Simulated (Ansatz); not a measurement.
## Band structure of Re

```
Re
1.0
     2.60290    0.00000    0.00000
    -1.30145    2.25418    0.00000
     0.00000    0.00000    4.16200
Re
2
Direct
  0.33333 0.66667 0.25000
  0.66667 0.33333 0.75000
```

Atom numbers follow the list: Re1, Re2.

The cell is a database entry far from equilibrium at this level of theory, probably a faulty or high-pressure entry; it serves as a test geometry alone.

Spin–orbit coupling is left out, though it moves levels of the heavy atoms by tenths of an eV or more.

Computed with DFT, PBE, all-electron LAPW, scalar-relativistic in Ansatz 0.2.0.

Sampling and basis: a Γ-centred 18×18×10 k mesh, Fermi–Dirac smearing of 0.05 eV, basis error target 0.25 meV/atom, no spin polarisation.

Points in fractions of the reciprocal vectors of this cell: Γ (0, 0, 0), M (0.5, 0, 0), K (0.333, 0.333, 0), A (0, 0, 0.5), L (0.5, 0, 0.5), H (0.333, 0.333, 0.5). The path joins them by straight lines in the order Γ–M–K–Γ–A–L–H–A–L; legs that retrace an earlier one aren't tabulated. Energies are in eV from the Fermi level.

Is there a gap?

none: bands cross the Fermi level, a metal.

List the levels between -14 and 8 eV at the symmetry points.


Γ: -11.03, -8.07, -2.19 (×2), -1.98, -1.03 (×2), 0.04 (×2), 1.42, 4.23 (×2)
M: -7.69, -6.93, -6.69, -2.72, -1.64, -1.52, -0.58, 5.10, 5.86, 5.87, 7.94
K: -6.89, -4.77 (×2), -4.06, -2.61 (×2), 0.05, 3.96 (×2), 4.68, 7.92 (×2)
A: -8.32 (×2), -2.82 (×2), -2.37 (×4), 3.31 (×4)
L: -7.79 (×2), -5.27 (×2), 0.35 (×2), 1.50 (×2), 5.54 (×2), 6.21 (×2)
H: -5.75 (×2), -4.68 (×2), -2.42 (×2), -0.03 (×2), 4.20 (×2)
